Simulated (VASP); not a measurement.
# Fe (Im-3m) in VASP: further runs, part 2 of 2

VASP 6.6.1. Earlier steps stand in the parts before.

### Step 4. Single point, revPBE+U, collinear spin, ferromagnetic start

Input file run.py:

```python
from ase.calculators.vasp import Vasp
from ase.dft.bandgap import bandgap
from ase.spacegroup import crystal

atoms = crystal(
    ['Fe'],
    basis=[[0.0, 0.0, 0.0]],
    spacegroup=229,
    setting=1,
    cellpar=[2.886, 2.886, 2.886, 90.0, 90.0, 90.0],
    primitive_cell=True,
)
atoms.set_initial_magnetic_moments([3.0])
calc = Vasp(
    directory='calc',
    xc='revpbe',
    pp='PBE',
    setups='recommended',
    prec='Accurate',
    encut=520,
    ediff=1e-07,
    ismear=-5,
    sigma=0.05,
    lreal=False,
    lasph=True,
    nelm=100,
    algo='Normal',
    isif=2,
    lwave=False,
    lcharg=False,
    ispin=2,
    lorbit=11,
    nupdown=2,
    lmaxmix=4,
    ldautype=2,
    ldauprint=1,
    ldau_luj={'Fe': {'L': 2, 'U': 1, 'J': 0}},
    kpts=[10, 10, 10],
    gamma=False,
    nbands=14,
)
atoms.calc = calc

print('energy (eV):', atoms.get_potential_energy())
print('free energy (eV):', atoms.get_potential_energy(force_consistent=True))
print('forces (eV/A):')
print(atoms.get_forces())
print('stress (eV/A^3, Voigt):', atoms.get_stress())
print('Fermi level (eV):', calc.get_fermi_level())
print('moment (muB):', atoms.get_magnetic_moment())
print('site moments (muB):', atoms.get_magnetic_moments())
gap, top, bottom = bandgap(calc)
print('band gap (eV):', gap, 'from (spin, k, band)', top, 'to', bottom)
```

Potentials or basis: VASP PAW PBE potentials, release 64 (Fe).

Command:

```
python run.py
```

What it wrote:

```text
energy (eV): -6.91995737
free energy (eV): -6.91995737
forces (eV/A):
[[0. 0. 0.]]
stress (eV/A^3, Voigt): [ 0.05998508  0.05998508  0.05998508  0.         -0.          0.        ]
Fermi level (eV): 5.72838181
moment (muB): 2.0000016
site moments (muB): [2.048]
band gap (eV): 0.0 from (spin, k, band) (None, None, None) to (None, None, None)
```

OUTCAR:

```text
ENCUT = 520.000000
   NUPDOWN = 2.000000
   EDIFF = 1.00e-07
   GGA = RE
   PREC = Accurate
   ISIF = 2
   ISMEAR = -5
   ISPIN = 2
   LORBIT = 11
   NELM = 100
   LASPH = .TRUE.
   LREAL = .FALSE.

 ion  position               nearest neighbor table
   1  0.000  0.000  0.000-

  LATTYP: Found a body centered cubic cell.
 ALAT       =     2.8860000000

  Lattice vectors:

 A1 = (  -1.4430000000,   1.4430000000,   1.4430000000)
 A2 = (   1.4430000000,  -1.4430000000,   1.4430000000)
 A3 = (   1.4430000000,   1.4430000000,  -1.4430000000)

Analysis of symmetry for initial positions (statically):
=====================================================================
 Subroutine PRICEL returns:
 Original cell was already a primitive cell.

 Routine SETGRP: Setting up the symmetry group for a
 body centered cubic supercell.

 Subroutine GETGRP returns: Found 48 space group operations
 (whereof 48 operations were pure point group operations)
 out of a pool of 48 trial point group operations.

The static configuration has the point symmetry O_h .

Analysis of symmetry for dynamics (positions and initial velocities):
=====================================================================
 Subroutine PRICEL returns:
 Original cell was already a primitive cell.

 Routine SETGRP: Setting up the symmetry group for a
 body centered cubic supercell.

 Subroutine GETGRP returns: Found 48 space group operations
 (whereof 48 operations were pure point group operations)
 out of a pool of 48 trial point group operations.

The dynamic configuration has the point symmetry O_h .

Analysis of structural, dynamic, and magnetic symmetry:
=====================================================================
 Subroutine PRICEL returns:
 Original cell was already a primitive cell.

 Routine SETGRP: Setting up the symmetry group for a
 body centered cubic supercell.

 Subroutine GETGRP returns: Found 48 space group operations
 (whereof 48 operations were pure point group operations)
 out of a pool of 48 trial point group operations.

[... 178 lines left out ...]
  0.7993 -0.0000  0.0000 -0.0000 -0.0000
 -0.0000  0.7993 -0.0000  0.0000  0.0000
  0.0000 -0.0000  0.9013  0.0000  0.0000
 -0.0000  0.0000  0.0000  0.7993  0.0000
 -0.0000  0.0000  0.0000  0.0000  0.9013

spin component  2

  0.5182  0.0000 -0.0000 -0.0000  0.0000
  0.0000  0.5182  0.0000 -0.0000  0.0000
 -0.0000  0.0000  0.2402 -0.0000  0.0000
 -0.0000 -0.0000 -0.0000  0.5182 -0.0000
  0.0000  0.0000  0.0000 -0.0000  0.2402

 occupancies and eigenvectors

  o =  0.2402  v =  0.0000  0.0000  0.0000  0.0000  0.0000 -0.0000 -0.0000 -1.0000 -0.0000  0.0073      0.0000  0.0000  0.0000  0.0000  0.0000  0.0000  0.0000  0.0000  0.0000  0.0000
  o =  0.2402  v =  0.0000  0.0000  0.0000  0.0000  0.0000  0.0000  0.0000 -0.0073 -0.0000 -1.0000      0.0000  0.0000  0.0000  0.0000  0.0000  0.0000  0.0000  0.0000  0.0000  0.0000
  o =  0.5182  v =  0.0000  0.0000  0.0000  0.0000  0.0000 -0.0055  0.7880 -0.0000 -0.6157  0.0000      0.0000  0.0000  0.0000  0.0000  0.0000  0.0000  0.0000  0.0000  0.0000  0.0000
  o =  0.5182  v =  0.0000  0.0000  0.0000  0.0000  0.0000 -0.0005 -0.6157  0.0000 -0.7880  0.0000      0.0000  0.0000  0.0000  0.0000  0.0000  0.0000  0.0000  0.0000  0.0000  0.0000
  o =  0.5182  v =  0.0000  0.0000  0.0000  0.0000  0.0000 -1.0000 -0.0041  0.0000  0.0038 -0.0000      0.0000  0.0000  0.0000  0.0000  0.0000  0.0000  0.0000  0.0000  0.0000  0.0000
  o =  0.7993  v =  1.0000  0.0000  0.0000  0.0000  0.0000  0.0000  0.0000  0.0000  0.0000  0.0000      0.0000  0.0000  0.0000  0.0000  0.0000  0.0000  0.0000  0.0000  0.0000  0.0000
  o =  0.7993  v =  0.0000  0.1380  0.0000 -0.9904 -0.0000  0.0000  0.0000  0.0000  0.0000  0.0000      0.0000  0.0000  0.0000  0.0000  0.0000  0.0000  0.0000  0.0000  0.0000  0.0000
  o =  0.7993  v =  0.0000  0.9904  0.0000  0.1380 -0.0000  0.0000  0.0000  0.0000  0.0000  0.0000      0.0000  0.0000  0.0000  0.0000  0.0000  0.0000  0.0000  0.0000  0.0000  0.0000
  o =  0.9013  v =  0.0000 -0.0000 -0.0270  0.0000 -0.9996  0.0000  0.0000  0.0000  0.0000  0.0000      0.0000  0.0000  0.0000  0.0000  0.0000  0.0000  0.0000  0.0000  0.0000  0.0000
  o =  0.9013  v =  0.0000 -0.0000  0.9996  0.0000 -0.0270  0.0000  0.0000  0.0000  0.0000  0.0000      0.0000  0.0000  0.0000  0.0000  0.0000  0.0000  0.0000  0.0000  0.0000  0.0000

 number of electron       7.9999995 magnetization       2.0000016

 Free energy of the ion-electron system (eV)
  ---------------------------------------------------
  ext. energy  EPLUGINS =         0.00000000
  ---------------------------------------------------
  free energy    TOTEN  =        -6.91995737 eV

  energy without entropy =       -6.91995737  energy(sigma->0) =       -6.91995737

 E-fermi :   5.7284     XC(G=0): -12.7293

 val. band max:        5.4476286463   @ k =  -0.1500   0.1500   0.1500
 cond. band min:       4.8281786254   @ k =  -0.3500   0.3500   0.0500
 fundamental gap:     -0.6194500209
 Fermi energy:         4.9363064772

------------------------ aborting loop because EDIFF is reached ----------------------------------------

  FORCE on cell =-STRESS in cart. coord.  units (eV):
  Direction    XX          YY          ZZ          XY          YZ          ZX
  --------------------------------------------------------------------------------------
  -------------------------------------------------------------------------------------
  Total       -0.7209448     -0.7209448     -0.7209448      0.0000000     -0.0000000      0.0000000
  in kB      -96.1066877    -96.1066877    -96.1066877      0.0000000     -0.0000000      0.0000000
  external PRESSURE =     -96.1066877 kB  Pullay stress =       0.0000000 kB

 VOLUME and BASIS-vectors are now :
 -----------------------------------------------------------------------------
  energy-cutoff  :      520.00
  volume of cell :       12.02
      direct lattice vectors                 reciprocal lattice vectors
    -1.443000000  1.443000000  1.443000000     0.000000000  0.346500347  0.346500347
     1.443000000 -1.443000000  1.443000000     0.346500347  0.000000000  0.346500347
     1.443000000  1.443000000 -1.443000000     0.346500347  0.346500347  0.000000000

 POSITION                                       TOTAL-FORCE (eV/Angst)
 -----------------------------------------------------------------------------------
      0.00000      0.00000      0.00000         0.000000      0.000000      0.000000
 -----------------------------------------------------------------------------------
    total drift:                                0.000000     -0.000000      0.000000

  FREE ENERGIE OF THE ION-ELECTRON SYSTEM (eV)
  ---------------------------------------------------
  free  energy   TOTEN  =        -6.9199573712 eV

  energy  without entropy=       -6.9199573712  energy(sigma->0) =       -6.91995737

 total charge

# of ion       s       p       d       tot
------------------------------------------
    1        0.458   0.495   6.210   7.163

 magnetization (x)

# of ion       s       p       d       tot
------------------------------------------
    1       -0.024  -0.096   2.168   2.048
```

INCAR:

```text
ENCUT = 520.000000
SIGMA = 0.050000
NUPDOWN = 2.000000
EDIFF = 1.00e-07
ALGO = Normal
GGA = RE
PREC = Accurate
ISIF = 2
ISMEAR = -5
ISPIN = 2
LDAUPRINT = 1
LDAUTYPE = 2
LMAXMIX = 4
LORBIT = 11
NBANDS = 14
NELM = 100
LASPH = .TRUE.
LCHARG = .FALSE.
LWAVE = .FALSE.
LREAL = .FALSE.
LDAU = .TRUE.
LDAUL = 2
LDAUU = 1.000
LDAUJ = 0.000
MAGMOM = 1*3.0000
```

It took 22 s on 1 thread of Intel Xeon Platinum 8488C (Sapphire Rapids), shared host; peak memory 0.13 GiB.

What came out:

```
Free energy                                           : -6.9200 eV
Pressure                                              : -9.6 GPa
Net moment                                            : 2.00 μB per cell
Site moments                                          : Fe +2.05 μB
Valence electrons inside the program's atomic spheres : Fe 7.16
```

Eigenvalues of the final occupation matrices:
| site | spin | trace | eigenvalues |
| --- | --- | --- | --- |
| site 1 d | 1 | 4.20 | 0.80 0.80 0.80 0.90 0.90 |
| site 1 d | 2 | 2.04 | 0.24 0.24 0.52 0.52 0.52 |

Caveat: the PAW data sets were made with another functional, which shifts forces and pressure a little; the total moment is fixed, so each spin has its own Fermi level; the U is typed as a test and isn't derived for this compound. The state reached can hang on the start; a lower one may exist.

### Step 5. The reference run

An earlier run on the cell as given: functional PBE; potentials or basis VASP PAW PBE potentials, release 64 (Fe); cutoff 520 eV; k mesh 13 × 13 × 13; occupations fermi-dirac, width 0.05 eV; collinear spin, ferromagnetic start; starting moments [3.0] μB.

- Pressure: -9.1 GPa
- Band gap on the k mesh: none (metal or under the smearing width)
- Net moment: 2.28 μB per cell
- Site moments: Fe +2.29 μB
- Valence electrons inside the program's atomic spheres: Fe 7.16

### Step 6. The runs side by side

```csv
task,level,U,fixed moment (μB),k mesh,smearing,monkhorst-Pack mesh,other keys,pressure (GPa),moment (μB)
band structure,RPBE,-,-,13 × 13 × 13,fermi-dirac 0.05 eV,-,-,-2.8,2.34
single point,revPBE+U,Fe d U = 1 eV,2,10 × 10 × 10,tetrahedron,yes,shifted = yes; k = 10 × 10 × 10,-9.6,2.00
single point,PBE,-,-,13 × 13 × 13,fermi-dirac 0.05 eV,-,-,-9.1,2.28
```

Alike in all rows: potentials or basis VASP PAW PBE potentials, release 64 (Fe); spin collinear, ferromagnetic start; cell as given; cutoff (eV) 520.

Caveats: the PAW data sets were made with another functional, which shifts forces and pressure a little (some runs); the total moment is fixed, so each spin has its own Fermi level (some runs); the U is typed as a test and isn't derived for this compound (some runs).

Total energies depend on the potentials used, so only differences within one code and one set of settings carry meaning.
